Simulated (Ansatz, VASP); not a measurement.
# Cross-check of ZnSe (ZnSe (F-43m)) between VASP and Ansatz

Aim: how closely do two programs agree when they are given the same cell, functional and k mesh? The cell is taken from a series of runs on this material, whose earlier steps may have relaxed, scaled, displaced or heated it; both programs get it as it stands.

Main program and level: Ansatz 0.2.0; plane waves, with VASP 6.6.1 beside it; relaxation of cell and atoms at r2SCAN.

### Step 1. The starting structure

The structure is cubic, space group F-43m (No. 216). The conventional cell has a = 5.665 Å, b = 5.665 Å, c = 5.665 Å, α = 90.00°, β = 90.00°, γ = 90.00°. Nearest to Zn lie 4 Se at 2.45 Å. Se has 4 Zn at 2.45 Å nearest. Farther neighbours and most contacts between anions are not listed.

### Step 2. Ansatz: relaxation of cell and atoms, r2SCAN

Ansatz runs on its PAW soft_1 files.

The relaxed volume is the usual yardstick between codes: in a stiff, nearly cubic crystal its relative difference is about their pressure difference at one cell divided by the bulk modulus.

Contents of input.yaml:

```yaml
crystal:
  lattice:
    - [0.0, 2.8324425, 2.8324425]
    - [2.8324425, 0.0, 2.8324425]
    - [2.8324425, 2.8324425, 0.0]
  atoms:
    - { symbol: Zn, position: [0.0, 0.0, 0.0] }
    - { symbol: Se, position: [0.25, 0.25, 0.25] }
basis:
  ecutwfc: 500
  xc_grid: 2
hamiltonian:
  xc: r2scan
  pseudopotentials: { kind: paw, azcp: { folder: soft_1 } }
kpoints:
  mp_grid: { grid: [9, 9, 9] }
scf:
  occupations: { method: fixed }
  max_iter: 100
relax:
  f_tol: 0.005
  max_steps: 60
  cell: {}
output:
  forces: true
  stress: true
checkpoint:
  write: "../cell.run"
  compress: false
  write_wavefunctions: false
  write_every: 100000
```

The run is started by

```
ansatz run input.yaml --threads 4 --pin off --max-ram 7536MiB --backend cpu --events-out ev --progress --plain --runs-dir out
```

Numbers of over 12 decimals in the logs are rounded to 6 here.

Output:

```text
Engine: ansatz 0.2.0, aarch64-unknown-linux-gnu
Pseudopotentials: kind: paw
Pseudopotential: Zn, paw, valence charge 12, recommended cutoff 500 eV (meta_gga), soft_1/Zn.paw.azcp
Pseudopotential: Se, paw, valence charge 16, recommended cutoff 500 eV (meta_gga), soft_1/Se.paw.azcp
Functional definition: r2SCAN
  parameter k0 = 0.174
  parameter k1 = 0.065
  parameter a1 = 4.9479
  exchange = r2scan_x(k0 = k0, k1 = k1, a1 = a1)
  correlation = r2scan_c
Crystal: 2 atoms, lattice volume = 45.448 Å³
Basis set: ecut = 500 eV, 1139 PW (Γ), exchange–correlation on 60×60×60 points (8 copies of the dense FFT grid, shifted against one another)
Bands: 18, of which v1, the nominal top of the filled ones, is band 14 counted from 1 (13 counted from 0)
Symmetry: 24 space group operations
Space group: F-43m (ITA 216), of the structure as read, at distance tolerance 3.6e-5 Å
k-points: 35 of 729 (time reversal used)
Non-local potential: Zn, projectors of the file, l = 0: 2, l = 1: 2, l = 2: 3, l = 3: 1
Non-local potential: Se, projectors of the file, l = 0: 2, l = 1: 2, l = 2: 3, l = 3: 1
PAW form: soft (Blöchl's): semilocal exchange-correlation on the pseudo side does not see the compensation charge
PAW frozen core: Zn, regenerated for the run's functional (the file was generated under x = pbe(κ = 0.804, μ = 0.219515), c = pbe(β = 0.066725))
PAW frozen core: Se, regenerated for the run's functional (the file was generated under x = pbe(κ = 0.804, μ = 0.219515), c = pbe(β = 0.066725))
PAW one-centre angular grid: Zn, 590 points (default); XC on 160 Gauss nodes
PAW one-centre angular grid: Se, 590 points (default); XC on 160 Gauss nodes
Initial density: superposition of atomic densities (chi_scale 0.1, normalization cell, long waves kept (reshape's long-wave potential 0.00 eV rms))
Initial wavefunctions: pseudopotential atomic-orbital guess
Functional: x = r2scan, c = r2scan; τ floored in thin density (d = 2e-4 eV/Å³)
SCF iter   1: F=—  HF=-8805.840940 eV  |F-HF|=—  |Δ(HF+E_count)|=         —  Δρ=7.22e-2  dr2=1.31e0  dr2_τ=5.78e-3  ethr=3.10e-3  ⟨swp⟩=4.5  Hψ=3022  notcnv=0  defer=59
preconditioner: auto → none  [insulator: Δε(μ)=1.628 eV  Ē_g=13.615 eV  n_scr=14 (ndim 8)  ℏωp=23.4 eV  f_vac=0.056  ε∞_Penn≈3.9]
SCF iter   2: F=—  HF=-8805.594108 eV  |F-HF|=—  |Δ(HF+E_count)|=   2.47e-1  Δρ=2.33e-2  dr2=1.69e-1  dr2_τ=2.81e-3  ethr=3.10e-3  ⟨swp⟩=3.0  Hψ=1386  notcnv=0  defer=61
SCF iter   3: F=—  HF=-8805.519237 eV  |F-HF|=—  |Δ(HF+E_count)|=   7.49e-2  Δρ=1.40e-2  dr2=4.42e-2  dr2_τ=3.55e-4  ethr=6.05e-4  ⟨swp⟩=2.0  Hψ=1236  notcnv=0  defer=62
SCF iter   4: F=—  HF=-8805.515027 eV  |F-HF|=—  |Δ(HF+E_count)|=   4.21e-3  Δρ=2.54e-3  dr2=1.74e-3  dr2_τ=3.75e-5  ethr=1.58e-4  ⟨swp⟩=2.2  Hψ=1249  notcnv=0  defer=61
SCF iter   5: F=—  HF=-8805.515651 eV  |F-HF|=—  |Δ(HF+E_count)|=   6.24e-4  Δρ=6.86e-4  dr2=1.75e-4  dr2_τ=4.20e-6  ethr=6.21e-6  ⟨swp⟩=2.1  Hψ=1023  notcnv=0  defer=66
SCF iter   6: F=—  HF=-8805.515708 eV  |F-HF|=—  |Δ(HF+E_count)|=   5.71e-5  Δρ=1.08e-4  dr2=3.49e-6  dr2_τ=1.49e-7  ethr=6.26e-7  ⟨swp⟩=2.0  Hψ=1194  notcnv=0  defer=66
SCF iter   7: F=—  HF=-8805.515708 eV  |F-HF|=—  |Δ(HF+E_count)|=   2.01e-7  Δρ=3.56e-5  dr2=4.06e-7  dr2_τ=1.77e-9  ethr=1.25e-8  ⟨swp⟩=2.0  Hψ=1120  notcnv=0
SCF iter   8: F=-8805.515708 eV  HF=-8805.515708 eV  |F-HF|=1.87e-8  |Δ(HF+E_count)|=   1.27e-7  Δρ=1.05e-5  dr2=2.42e-8  dr2_τ=8.23e-11  ethr=3.57e-10  ⟨swp⟩=5.0  Hψ=2482  notcnv=0
SCF 1 converged in 8 iterations: F = -8805.515708 eV  dr2 = 2.42e-8
  greatest PAW one-centre occupation: 1.000 electrons in one spin orbital (limit 2), on the Se atom at site 1 (counted from 0), in its partial waves of l = 2
relax step   1: F+E_penalty+E_count = -8805.51570783 eV  Δ(F+E_penalty+E_count) = +0.000e0 eV  max|allowed force component| = 1.070e-16 eV/Å  Δτ_max = 0.0000 Å  P = +0.038 GPa  Ω = 45.448 Å³  (8 SCF iters, dr2 threshold 1.00e-7 eV, accepted)
Initial density: handed on by an earlier stage of this run
Initial wavefunctions: pseudopotential atomic-orbital guess (no wavefunctions were taken with the density)
iter 1 solved again at ethr=6.41e-8 eV; its pass at ethr=3.10e-3 eV (dr2=1.79e-5 eV) is discarded
SCF iter   1: F=—  HF=-8805.515709 eV  |F-HF|=—  |Δ(HF+E_count)|=         —  Δρ=1.06e-5  dr2=2.57e-8  dr2_τ=8.17e-11  ethr=6.41e-8  ⟨swp⟩=3.1  Hψ=4833  notcnv=0  defer=66
preconditioner: auto → none  [insulator: Δε(μ)=1.865 eV  Ē_g=12.561 eV  n_scr=14 (ndim 8)  ℏωp=23.4 eV  f_vac=0.117  ε∞_Penn≈4.5]
SCF iter   2: F=—  HF=-8805.515708 eV  |F-HF|=—  |Δ(HF+E_count)|=   7.51e-7  Δρ=3.44e-6  dr2=4.64e-9  dr2_τ=1.37e-10  ethr=9.16e-11  ⟨swp⟩=2.9  Hψ=1210  notcnv=0  defer=43
SCF iter   3: F=—  HF=-8805.515708 eV  |F-HF|=—  |Δ(HF+E_count)|=   2.19e-9  Δρ=2.17e-6  dr2=9.32e-10  dr2_τ=6.90e-12  ethr=1.66e-11  ⟨swp⟩=2.0  Hψ=910  notcnv=0  defer=43
SCF iter   4: F=—  HF=-8805.515708 eV  |F-HF|=—  |Δ(HF+E_count)|=  1.06e-10  Δρ=3.61e-7  dr2=7.57e-11  dr2_τ=4.81e-12  ethr=3.33e-12  ⟨swp⟩=2.5  Hψ=951  notcnv=0  defer=43
SCF iter   5: F=-8805.515708 eV  HF=-8805.515708 eV  |F-HF|=5.46e-12  |Δ(HF+E_count)|=  3.09e-11  Δρ=1.25e-7  dr2=9.26e-12  dr2_τ=1.83e-13  ethr=1.00e-12  ⟨swp⟩=5.9  Hψ=2849  notcnv=0
SCF 2 converged in 5 iterations: F = -8805.515708 eV  dr2 = 9.26e-12
relax step   2: F+E_penalty+E_count = -8805.51570785 eV  Δ(F+E_penalty+E_count) = -1.323e-8 eV  max|allowed force component| = 9.772e-17 eV/Å  Δτ_max = 0.0000 Å  P = +0.038 GPa  Ω = 45.448 Å³  stress off target by 3.84e-2 GPa  SCF on the basis re-selected at this cell (its energy is not comparable with the rows above)  (5 SCF iters)
basis re-selected at this cell: Δ(F+E_penalty+E_count) = -1.323e-8 eV, ΔP = +0.000 GPa vs the last step (what re-selecting the basis moved, of the pressure what is left beyond the Pulay correction that the steps carried, after the strain that the cell walked since its last selection, with what the two solves' SCF thresholds leave and, on support functions, any second-order correction that the steps lacked; it is no m [...]
SCF converged after 5 iterations
Free energy (F): -8805.515708 eV
Harris-Foulkes:  -8805.515708 eV  (|F-HF|=5.46e-12)
Internal energy: -8805.515708 eV  (E = F + TS)
E sigma→0 (E₀):  -8805.515708 eV
Fermi energy:    6.245166 eV
--- Per-component energies (eV) ---
  E_band       = -406.340261
  E_kinetic    = 257.112113
  E_local      = -4845.924609  (includes V_loc(G=0)·N_el)
  E_nonlocal   = 472.578474
  E_hartree    = 2243.759825
  E_xc         = -150.587409
  E_vxc        = -148.276520  (∫ρ·V_xc dr)
  E_paw        = -4058.259890  (= ΣΔE_a)
  E_vpaw       = -636.745442  (= ΣTr[D̂ρ^β])
  E_aug_tail   = 0.000073  (compensation charges beyond the density's cutoff)
  E_vtau       = 7.396041  (kinetic-family band-sum trace: ∫τ·v_τ [+ j·A + Jᵃ·Aᵃ] dr)
  E_ewald      = -2722.246907
  E_core_change = -1.947377  (= ΣΔE_core)
  E_smearing   = -0.000000  (= −TS)
  E_closure    = 0.000000  (closes the sum)
  Σ components = -8805.515708   (vs F -8805.515708, Δ=0.00e0)
--- Forces (eV/Å), atoms counted from 1 ---
  atom   1  Zn     0.00000000    -0.00000000     0.00000000
  atom   2  Se    -0.00000000    -0.00000000     0.00000000
  max |Σ_I F_I| component: 1.75e-16 eV/Å
--- Stress (GPa, compression-positive) ---
        0.038405       0.000000      -0.000000
       -0.000000       0.038405       0.000000
       -0.000000       0.000000       0.038405
  P = ⅓ Tr σ = 0.0384 GPa (0.384 kbar)
--- Relaxed structure (1 steps of the walk, 1 accepted, 1 SCFs on fresh bases) ---
  F+E_penalty+E_count = -8805.51570785 eV   max|allowed force component| = 9.772e-17 eV/Å   (the final SCF, on the basis selected at the relaxed cell)
  cell:  # Å, volume = 45.4478 Å³
    - [0.0, 2.8324425, 2.8324425]
    - [2.8324425, 0.0, 2.8324425]
    - [2.8324425, 2.8324425, 0.0]
  atoms:
    - { symbol: Zn, position: [0.0, 0.0, 0.0] }
    - { symbol: Se, position: [0.25, 0.25, 0.25] }
```

The column dr2 measures how far the density is from self-consistency, as an energy; F and HF (Harris–Foulkes) agree once it is small.

(Part 1 of 2 ends here.)

[Lines on the potential files, build, host, timing and source positions are cut from VASP's logs without a mark.]

[Logs are printed without paths, hosts, clocks, repeated set-up lines and the standing remarks that a program may print on its own settings, such as how far it seeks lower states.]

[Hosts, paths, dates, database ids (printed as entryN), source tags and the programs' standing remarks are cut or masked in the printed files.]
